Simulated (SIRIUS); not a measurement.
Ta2N, 3 atoms in the cell. It takes space group P-3m1 (No. 164, trigonal). The conventional cell has a = 3.113 Å, b = 3.113 Å, c = 4.870 Å, α = 90.00°, β = 90.00°, γ = 120.00°. Ta (site symmetry 3m) is surrounded by 3 N at 2.18 Å. Around N (site symmetry -3m) lie 6 Ta at 2.18 Å. The cell comes from a database or a generator and needn't be the stable form of this composition.

* Program: SIRIUS 7.12.0
* Task: single point
* Functional: PBE
* Potentials or basis: all-electron FP-LAPW
* Cutoff: 285 eV
* Basis: apw+lo standard
* k mesh: 10 × 10 × 6
* Occupations: fermi-dirac, width 0.3 eV
* Spin: no spin polarisation
* Muffin tin radii: N 1.53, Ta 2.53 bohr
* Basis cutoff (gk_cutoff): 4.58 1/bohr
* Cutoff of density and potential (pw_cutoff): 24 1/bohr
* lmax of the basis: 13
* lmax of density and potential: 8
* Valence relativity: iora
* Core states: N 1s, Ta 1s2s2p3s3p3d4s4p4d
* Local orbitals (radial functions): N 10, Ta 17
* Reference energy of the basis: 0.49 Ha
* Smallest sphere radius times basis cutoff: 7.01
* Start of the SCF: LDA density

Potentials or basis: all-electron FP-LAPW, apw+lo standard.

Launch:

```sh
$ OMP_NUM_THREADS=1 sirius.scf --input=sirius_start.json --output=start.json
$ OMP_NUM_THREADS=1 sirius.scf --input=sirius.json --output=output.json --task=1
```

Hardware: 1 thread of Arm Neoverse V1, with other jobs on the host.

Question: Estimate the wall time of this run.

Answer: Wall time 20 min on 1 thread of Arm Neoverse V1, with other jobs on the host, peak memory 1.2 GiB. Counts: scf iterations 22, k points 72, plane waves 439, basis 627, bands 42.
